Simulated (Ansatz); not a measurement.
Here is an Ansatz 0.2.0 calculation.

Contents of input.yaml:

```yaml
crystal:
  lattice:
    - [-1.62691493, 1.62691493, 1.32032985]
    - [1.62691493, -1.62691493, 1.32032985]
    - [1.62691493, 1.62691493, -1.32032985]
  atoms:
    - { symbol: Si, position: [0.0, 0.0, 0.0] }
hamiltonian:
  xc: { exchange: pbe, correlation: pbe, exx: { coeff: 0.25, omega: 0.4 } }
  pseudopotentials: { kind: paw }
kpoints:
  mp_grid: { grid: [7, 7, 7] }
scf:
  occupations: { method: fermi_dirac, width: 0.05 }
output:
  forces: true
  stress: true
  eigenvalues: true
```

Potentials or basis: Ansatz PAW.

Run with:

```bash
$ ansatz run input.yaml --threads 2 --pin off --max-ram 5632MiB --backend cpu --events-out ev --progress --plain --runs-dir out
```

Q: What does it give for the pressure?

A: 2.1 GPa.

Q: What does it give for the band gap on the k mesh?

A: None (metal or under the smearing width).

Stress tensor (GPa, compression positive):
```
 4.45  0.00  0.00
 0.00  4.45  0.00
 0.00  0.00 -2.49
```

Caveat: the k mesh is coarse (spacing up to 0.44 Å⁻¹), so the values aren't converged, least of all with exact exchange; the PAW data sets come from PBE, with cores solved anew for the run's functional, which leaves a small shift of forces and pressure; the thresholds are loose for stress.
